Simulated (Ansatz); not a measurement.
# MoS2 under changes of volume

One of the cells (50.735 Å³/atom); the others are scaled copies at fixed shape and fractional positions:

```
CELL_PARAMETERS angstrom
3.18413 0.00000 0.00000
-1.59206 2.75753 0.00000
0.00000 0.00000 17.33460
ATOMIC_POSITIONS crystal
Mo 0.00000 0.00000 0.00000
S 0.33333 0.66667 0.91051
S 0.33333 0.66667 0.08949
```

| Property | Result |
| --- | --- |
| Program | Ansatz 0.2.0 |
| Functional | LDA |
| Potentials or basis | Ansatz PAW |
| Cutoff | 420 eV (not typed: the program's choice for these potentials) |
| k mesh | 10 × 10 × 2 |
| Occupations | fermi-dirac, width 0.05 eV |
| Spin | no spin polarisation |

```csv
volume (Å³/atom),energy over the lowest point (meV/atom),gap on the mesh (eV),largest force (eV/Å)
47.690,4.73,1.90,0.699
48.705,0.00,1.84,0.305
49.720,2.90,1.78,0.059
50.735,12.64,1.73,0.395
51.749,28.47,1.68,0.705
52.764,?,?,?
53.779,75.94,1.58,1.256
```

**Question.** What does the run at 52.764 Å³/atom give?

**Answer.** Energy over the lowest point 49.77 meV/atom; gap on the mesh 1.63 eV; largest force 0.991 eV/Å.

Worked out: A Birch-Murnaghan fit of order 3 (a polynomial in V^(-2/3)) to the other rows has its minimum at 48.81 Å³/atom with B0 = V·E''(V) = 57 GPa and B' = 4.4 at fixed shape and positions, which overstates the stiffness. It gives 49.76 meV/atom at 52.764 Å³/atom, against the run's 49.77. A straight line through the other rows of the gap, of slope -2.65 eV per unit of ln V, gives 1.63 eV, against the run's 1.63.

Energies are extrapolated to zero smearing.

Caveats: the PAW data sets come from PBE, with cores solved anew for the run's functional, which leaves a small shift of forces and pressure.

A mesh can miss the band edges. Spin-orbit coupling on Mo is left out.
